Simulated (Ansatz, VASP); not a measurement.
**One calculation of MgO, two programs**

```
Mg O
1.0
     0.00000    2.20400    2.20400
     2.20400    0.00000    2.20400
     2.20400    2.20400    0.00000
Mg O
1 1
Direct
  0.00000 0.00000 0.00000
  0.50000 0.50000 0.50000
```

Alike in both runs: task single point; functional PBE; k mesh 8 × 8 × 8; occupations gaussian, width 0.02 eV; no spin polarisation.

|  | VASP | Ansatz |
| --- | --- | --- |
| version | VASP 6.6.1 | Ansatz 0.2.0 |
| potentials or method | VASP PAW PBE potentials, release 64 (Mg, O) | PAW, plane waves, scalar-relativistic |
| plane-wave cutoff (eV) | 520 | 420 |
| valence electrons in the cell | 8 | 16 |

Ansatz gave:

| Item | Value |
| --- | --- |
| gap on the k mesh at the Fermi level (eV) | 3.53 |
| pressure (GPa) | -12.8 |

**Question.** Estimate VASP's values.

**Answer.** gap on the k mesh at the Fermi level (eV): 3.51; pressure (GPa): -13.5.

The two sets of potentials don't hold the same shells in valence.
